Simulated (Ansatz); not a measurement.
Here is an Ansatz 0.2.0 calculation.

The input input.yaml:

```yaml
crystal:
  lattice:
    - [2.8422953752, 0.0, 0.0]
    - [-0.9474317917, 2.6797417786, 0.0]
    - [0.0, 0.0, 24.2828978234]
  atoms:
    - { symbol: Ti, position: [0.5, 0.5, 0.3088593484] }
    - { symbol: Ti, position: [0.0, 0.0, 0.4044296742] }
    - { symbol: Ti, position: [0.5, 0.5, 0.5] }
    - { symbol: Ti, position: [0.0, 0.0, 0.5955703258] }
    - { symbol: Ti, position: [0.5, 0.5, 0.6911406516] }
hamiltonian:
  xc: pbe
  pseudopotentials: { kind: paw }
kpoints:
  mp_grid: { grid: [10, 10, 1] }
scf:
  occupations: { method: fermi_dirac, width: 0.05 }
output:
  forces: true
  eigenvalues: true
  write_density: true
  write_potential: true
  elf: true
  volumetric_format: npy
efield:
  axis: 3
  dipole_correction: true
  ramp_width: 0.04
```

Potentials or basis: Ansatz PAW.

Run with:

```bash
$ ansatz run input.yaml --threads 4 --pin off --max-ram 11264MiB --backend cpu --events-out ev --progress --plain --runs-dir out
```

**Question.** Estimate the work function of the lower face.

**Answer.** 4.29 eV.

**Question.** Predict the band gap on the k mesh.

**Answer.** None (metal or under the smearing width).

**Question.** Predict the largest force.

**Answer.** 0.531 eV/Å.

Forces on the atoms (eV/Å):
```
Ti   0.000  0.000  0.531
Ti   0.000  0.000 -0.437
Ti   0.000  0.000  0.000
Ti   0.000  0.000  0.437
Ti   0.000  0.000 -0.531
```
